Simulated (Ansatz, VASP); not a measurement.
One calculation of Cs, two programs

```
Cs
1.0
    -3.06227    3.06227    3.06227
     3.06227   -3.06227    3.06227
     3.06227    3.06227   -3.06227
Cs
1
Direct
  0.00000 0.00000 0.00000
```

Change from the starting cell: volume scaled by 1.04.

Alike in both runs: task single point; functional LDA; k mesh 9 × 9 × 9; occupations fermi-dirac, width 0.05 eV; no spin polarisation.

|  | VASP | Ansatz |
| --- | --- | --- |
| version | VASP 6.6.1 | Ansatz 0.2.0 |
| potentials or method | VASP PAW LDA potentials, release 64 (Cs_sv), cutoff 520 eV | all-electron LAPW, scalar-relativistic |

|  | VASP | Ansatz | Ansatz less VASP |
| --- | --- | --- | --- |
| pressure (GPa) | -0.3 | -0.3 | +0.01 |

Ansatz ran all-electron here, so the differences hold the error of VASP's frozen core and of both bases.

Spin-orbit coupling is left out, which matters for the levels of Cs.
